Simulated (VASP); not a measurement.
Computed with PBE GGA, VASP's PBE PAW potentials (set 64) (plane waves; VASP 6.6.1).

A VASP calculation is set up with these files.

File POSCAR:
```
CsCl
1.0
  4.2090623405   0.0000000000   0.0000000000
  0.0000000000   4.2090623405   0.0000000000
  0.0000000000   0.0000000000   4.2090623405
Cs Cl
1 1
direct
  0.0000000000   0.0000000000   0.0000000000
  0.5000000000   0.5000000000   0.5000000000
```

### INCAR
```
# general
SYSTEM =CsCl
PREC   =Accurate
ENCUT  =480   # plane-wave cut-off (eV)
LREAL  =F
LASPH  =T

# electronic loop
EDIFF  =1E-6
NELM   =100   # most electronic steps
ALGO   =Normal   # blocked Davidson
LMAXMIX=4   # l cut-off of mixed one-centre charges

# smearing
ISMEAR =0   # Gaussian
SIGMA  =0.05   # width (eV)

# functional
GGA    =PE   # PBE

# ions
IBRION =2   # conjugate gradients
NSW    =60   # most ionic steps
ISIF   =3   # ions, shape and volume
EDIFFG =-0.01

# output
LWAVE  =F
LCHARG =F
```

File KPOINTS:
```
Regular mesh
0
G
6 6 6
```

POTCAR, in this order: Cs_sv Cl (PBE.64 set). Program: vasp_std.

The run wrote:

File OSZICAR:
```
       N       E                     dE             d eps       ncg     rms          rms(c)
DAV:   1     0.955222976636E+02    0.95522E+02   -0.66568E+03   480   0.108E+03
DAV:   2    -0.669127190234E-01   -0.95589E+02   -0.89573E+02   756   0.180E+02
DAV:   3    -0.690454159855E+01   -0.68376E+01   -0.68169E+01   604   0.559E+01
DAV:   4    -0.697769563640E+01   -0.73154E-01   -0.73137E-01   540   0.713E+00
DAV:   5    -0.697879746759E+01   -0.11018E-02   -0.11017E-02   612   0.867E-01    0.232E+00
DAV:   6    -0.658849826044E+01    0.39030E+00   -0.66739E-01   548   0.453E+00    0.179E+00
DAV:   7    -0.654012674210E+01    0.48372E-01   -0.20104E-01   644   0.248E+00    0.106E+00
DAV:   8    -0.654054071006E+01   -0.41397E-03   -0.16087E-02   568   0.970E-01    0.144E-01
DAV:   9    -0.654109795239E+01   -0.55724E-03   -0.42206E-03   624   0.410E-01    0.125E-01
DAV:  10    -0.654119449006E+01   -0.96538E-04   -0.39914E-04   572   0.154E-01    0.166E-02
DAV:  11    -0.654121014426E+01   -0.15654E-04   -0.33159E-05   612   0.423E-02    0.643E-03
DAV:  12    -0.654120990894E+01    0.23532E-06   -0.97654E-06   584   0.200E-02
   1 F= -.65412099E+01 E0= -.65412099E+01  d E =-.654121E+01
```

OUTCAR:
```
------------------------ aborting loop because EDIFF is reached ----------------------------------------
  FORCE on cell =-STRESS in cart. coord.  units (eV):
  Direction    XX          YY          ZZ          XY          YZ          ZX
  --------------------------------------------------------------------------------------
  Total       -0.0143223     -0.0143223     -0.0143223      0.0000000     -0.0000000     -0.0000000
  in kB       -0.3077285     -0.3077285     -0.3077285      0.0000000     -0.0000000     -0.0000000
  external PRESSURE =      -0.3077285 kB  Pullay stress =       0.0000000 kB
  volume of cell :       74.57
      direct lattice vectors                 reciprocal lattice vectors
     4.209062341  0.000000000  0.000000000     0.237582606  0.000000000  0.000000000
     0.000000000  4.209062341  0.000000000     0.000000000  0.237582606  0.000000000
     0.000000000  0.000000000  4.209062341     0.000000000  0.000000000  0.237582606
 POSITION                                       TOTAL-FORCE (eV/Angst)
 -----------------------------------------------------------------------------------
      0.00000      0.00000      0.00000         0.000000      0.000000      0.000000
      2.10453      2.10453      2.10453         0.000000      0.000000      0.000000
 -----------------------------------------------------------------------------------
    total drift:                                0.000000      0.000000      0.000000
  FREE ENERGIE OF THE ION-ELECTRON SYSTEM (eV)
  ---------------------------------------------------
  free  energy   TOTEN  =        -6.5412099089 eV

  energy  without entropy=       -6.5412099089  energy(sigma->0) =       -6.54120991

 reached required accuracy - stopping structural energy minimisation
```
(Selected blocks of OUTCAR.)

The compound is CsCl in the CsCl type structure. It was relaxed first, which changed the volume by +7 %. The start is the result of an earlier pass.
